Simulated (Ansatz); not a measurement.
Runs of Ansatz 0.2.0 on CdF2. The structure is cubic, space group Fm-3m (No. 225). Conventional cell: a = 5.388 Å, b = 5.388 Å, c = 5.388 Å, α = 90.00°, β = 90.00°, γ = 90.00°. Cd (site symmetry m-3m) has 8 F at 2.33 Å as nearest neighbours. F (site symmetry -43m) has 4 Cd at 2.33 Å as nearest neighbours. 

| task | level | cell | k mesh | smearing | atoms under strain | gap on the mesh (eV) | pressure (GPa) | relaxed volume (Å³/atom) |
| --- | --- | --- | --- | --- | --- | --- | --- | --- |
| Born charges and dielectric tensor | LDA | as given | 9 × 9 × 9 | fixed | - | 2.84 | - | - |
| relaxation of cell and atoms | RPBE+D3(BJ) | relaxed | 9 × 9 × 9 | fermi-dirac 0.05 eV | - | 3.31 | 0.0 | (a) |
| phonons | LDA | as given | 7 × 7 × 7 | fixed | - | 2.87 | - | - |
| relaxation of cell and atoms | BLYP+D4 | relaxed | 9 × 9 × 9 | fermi-dirac 0.05 eV | - | 3.01 | 0.0 | 13.60 |
| elastic constants | LDA | as given | 7 × 7 × 7 | fixed | relaxed | 2.87 | (b) | - |

Alike in all rows: potentials or basis Ansatz PAW; no spin polarisation; cutoff (eV) 420.

Question: Fill in the values left out.

Answer: (a) 13.11; (b) -5.7.

Caveats: odd divisions of the mesh miss points on the zone boundary, where band edges often lie, so the gap on the mesh can be too wide; the PAW data sets come from PBE, with cores solved anew for the run's functional, which leaves a small shift of forces and pressure; the plane-wave basis is chosen anew once the cell has moved, so the energies of steps on either side of that aren't comparable (some runs); the cell is more than 3 GPa from zero pressure, which shifts response properties (some runs).

A k mesh can miss the band edges, and the runs leave out spin-orbit coupling on Cd.

Runs at the PBE level aren't shown here.
